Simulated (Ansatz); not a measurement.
Crystal: MgO.

```xyz
2
Lattice="0.0000 2.0970 2.0970 2.0970 0.0000 2.0970 2.0970 2.0970 0.0000" Properties=species:S:1:pos:R:3 pbc="T T T"
Mg    0.0000    0.0000    0.0000
O     2.0970    2.0970    2.0970
```

The cell is a database's computed one.

Program: Ansatz 0.2.0. Alike in all runs: potentials or basis all-electron LAPW, scalar-relativistic; no spin polarisation; cell as given; k mesh 11 × 11 × 11; basis error allowed 0.001 eV/atom.

Task: Order these runs on this cell by their pressure, lowest first.
A. level PBEsol; cutoff (eV) 316; smearing fermi-dirac 0.05 eV
B. level BLYP; cutoff (eV) 316; smearing fermi-dirac 0.05 eV
C. level RPBE+D4; cutoff (eV) 317; smearing gaussian 0.1 eV
D. level LDA; cutoff (eV) 316; smearing fermi-dirac 0.05 eV

Result: D (-3.9 GPa), A (2.4 GPa), C (4.2 GPa), B (9.5 GPa).

Not every run made on this cell is shown here.
